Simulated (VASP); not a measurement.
Input of a VASP 6.6.1 run:

INCAR

```
  PREC = Accurate
  ENCUT = 520
  EDIFF = 1E-7
  ISMEAR = 0
  SIGMA = 0.1
  LREAL = F
  LASPH = T
  NELM = 80
  ALGO = Normal
  ISIF = 3
  LWAVE = F
  LCHARG = F
  GGA = PS
  IBRION = 2
  NSW = 80
  EDIFFG = -0.002
  PSTRESS = 120.0
```

Contents of KPOINTS:

```
regular mesh
0
Gamma
  21 21 12
```

POSCAR

```
Hf                                      
1.0
    3.0579064731     -0.0000000000     -0.0000000000
   -1.5289532366      2.6482246948      0.0000000000
   -0.0000000000     -0.0000000000      4.8600144403
  Hf            
     2
Direct
     0.3333333300000021    0.6666666699999979    0.2500000000000000
     0.6666666699999979    0.3333333300000021    0.7500000000000000
```

Potentials or basis: VASP PAW PBE potentials, release 64 (Hf_pv).

The run is started by

```console
$ cat potpaw_PBE.64/Hf_pv/POTCAR > POTCAR
$ mpirun -np 1 vasp_std > vasp.out
```

(1) Predict the band gap on the k mesh.

## Answers

(1) none (metal or under the smearing width).
